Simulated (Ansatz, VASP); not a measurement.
**One calculation of Ta, two programs**

Contents of INCAR:

```
PREC = Accurate ; ENCUT = 520
EDIFF = 1E-7 ; ISMEAR = -1
SIGMA = 0.05 ; LREAL = F
LASPH = T ; NELM = 60
ALGO = Normal ; ISIF = 2
LWAVE = F ; LCHARG = F
GGA = PS ; NBANDS = 12
```

The input KPOINTS:

```
Automatic mesh
0
Gamma
  11 11 11
```

POSCAR

```
Ta
1.0
   -1.6175709496      1.6175709496      1.6175709496
    1.6175709496     -1.6175709496      1.6175709496
    1.6175709496      1.6175709496     -1.6175709496
Ta
1
Direct
    0.0000000000      0.0000000000      0.0000000000
```

input.yaml

```yaml
crystal:
  lattice:
    - [-1.6175709496, 1.6175709496, 1.6175709496]
    - [1.6175709496, -1.6175709496, 1.6175709496]
    - [1.6175709496, 1.6175709496, -1.6175709496]
  atoms:
    - { symbol: Ta, position: [0.0, 0.0, 0.0] }
hamiltonian:
  xc: pbesol
  pseudopotentials: { kind: paw }
kpoints:
  mp_grid: { grid: [11, 11, 11] }
scf:
  occupations: { method: fermi_dirac, width: 0.05 }
output:
  forces: true
  stress: true
  eigenvalues: true
```

Change from the starting cell: volume scaled by 0.94.

Alike in both runs: task single point; functional PBEsol; k mesh 11 × 11 × 11; occupations fermi-dirac, width 0.05 eV; no spin polarisation.

```csv
,VASP,Ansatz
version,VASP 6.6.1,Ansatz 0.2.0
potentials or method,"VASP PAW PBE potentials, release 64 (Ta_pv)",Ansatz PAW
plane-wave cutoff (eV),520,420
valence electrons in the cell,11,13
```

Ansatz gave:

| Property | Result |
| --- | --- |
| gap on the k mesh at the Fermi level (eV) | none |
| pressure (GPa) | 9.5 |

Problem. Estimate VASP's values.

Solution. gap on the k mesh at the Fermi level (eV): none; pressure (GPa): 9.7.

A gap of «none» marks a metal or a gap that the smearing closes. The two sets of potentials don't hold the same shells in valence.

Caveats: the PAW data sets were made with another functional, which shifts forces and pressure a little (VASP); the PAW data sets come from PBE, with cores solved anew for the run's functional, which leaves a small shift of forces and pressure (Ansatz). The runs have no spin-orbit coupling, so splittings on Ta are missing.
